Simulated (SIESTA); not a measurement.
Set up this calculation in SIESTA 5.4.2, as the native input.

```
Task                : relaxation of cell and atoms
Functional          : PBE
Potentials or basis : PseudoDojo 0.4 standard (PBE files)
Basis               : TZP (energy shift 0.002 Ry; d shell added on Cs)
Grid cutoff         : 800 Ry
Energy shift        : 0.002 Ry
k mesh              : 5 × 5 × 5
Occupations         : fermi-dirac, width 0.05 eV
Spin                : no spin polarisation
optimiser           : Broyden
force tolerance     : 0.02 eV/Å
```

The system is CsPbCl3.

```xyz
5
Lattice="5.6050 0.0000 0.0000 0.0000 5.6050 0.0000 0.0000 0.0000 5.6050" Properties=species:S:1:pos:R:3 pbc="T T T"
Pb    2.8025    2.8025    2.8025
Cs    0.0000    0.0000    0.0000
Cl    2.8025    0.0000    2.8025
Cl    0.0000    2.8025    2.8025
Cl    2.8025    2.8025    0.0000
```

The input as run:

CsPbCl3.fdf

```
SystemName                      CsPbCl3
SystemLabel                     CsPbCl3
NumberOfSpecies                 3
NumberOfAtoms                   5
%block ChemicalSpeciesLabel
  1  82 Pb
  2  55 Cs
  3  17 Cl
%endblock ChemicalSpeciesLabel

LatticeConstant                 1.0 Ang
%block LatticeVectors
     5.6050000000     0.0000000000     0.0000000000
     0.0000000000     5.6050000000     0.0000000000
     0.0000000000     0.0000000000     5.6050000000
%endblock LatticeVectors
AtomicCoordinatesFormat         Fractional
%block AtomicCoordinatesAndAtomicSpecies
     0.5000000000     0.5000000000     0.5000000000  1  Pb
     0.0000000000     0.0000000000     0.0000000000  2  Cs
     0.5000000000     0.0000000000     0.5000000000  3  Cl
     0.0000000000     0.5000000000     0.5000000000  3  Cl
     0.5000000000     0.5000000000     0.0000000000  3  Cl
%endblock AtomicCoordinatesAndAtomicSpecies

%block kgrid.MonkhorstPack
    5   0   0  0.0
    0   5   0  0.0
    0   0   5  0.0
%endblock kgrid.MonkhorstPack
XC.Functional                   GGA
XC.Authors                      PBE
PAO.BasisSize                   TZP
PAO.EnergyShift                 0.002 Ry
Mesh.Cutoff                     800 Ry
OccupationFunction              FD
ElectronicTemperature           0.05 eV
MaxSCFIterations                120
SCF.MustConverge                false
SCF.Mixer.Method                Pulay
SCF.Mixer.Weight                0.25
SCF.Mixer.History               8
SCF.DM.Tolerance                5.0e-05
SCF.H.Tolerance                 1.0e-03 eV
WriteForces                     true
Charge.Mulliken                 end
Charge.Hirshfeld                end
Charge.Voronoi                  end
SaveRho                         true
SaveElectrostaticPotential      true
MD.TypeOfRun                    Broyden
MD.Steps                        40
MD.MaxForceTol                  0.02 eV/Ang
MD.MaxDispl                     0.1 Ang
WriteCoorStep                   true
AtomCoorFormatOut               Fractional
MD.VariableCell                 true
MD.MaxStressTol                 0.1 GPa
%block PAO.Basis
  Cs 5
  n=5 0 1
    4.859
  n=6 0 3
    9.500 0.000 0.000
  n=5 1 1
    5.960
  n=6 1 1
    9.500
  n=5 2 1
    7.000
%endblock PAO.Basis
```

Potentials or basis: PseudoDojo 0.4 standard (PBE files), TZP (energy shift 0.002 Ry; d shell added on Cs).

Command:

```sh
$ siesta < CsPbCl3.fdf > CsPbCl3.out 2>&1
```

It gave:

* Relaxed volume: 37.97 Å³/atom
* Relaxed cell: a = 5.747 Å, b = 5.747 Å, c = 5.747 Å, α = 90.00°, β = 90.00°, γ = 90.00°
* Space group after relaxing (to 0.05 Å): Pm-3m (No. 221)
* Energy gained by relaxing: 16.2 meV/atom
* Ionic steps: 4
* Pressure after relaxing: 0.0 GPa
* Band gap on the k mesh: 3.10 eV, direct
* Hirshfeld charges: Pb +0.41; Cs +0.33; Cl -0.25 e
* Voronoi charges: Pb +0.44; Cs +0.30; Cl -0.25 e

Caveat: Mulliken charges of long-ranged orbitals can have an unphysical sign; semicore shells carry a single zeta, which can move pressures by several GPa and volumes by a few percent; spin-orbit coupling is left out, which as a rule narrows the gap of such compounds by several tenths of an eV; an odd mesh through Γ misses points on the zone boundary, where band edges often lie; the basis of atomic orbitals isn't converged, which shifts pressures, moduli and gaps.

It took 4.4 min on 1 thread of Arm Neoverse V2, with other jobs on the host, peak memory 0.68 GiB.
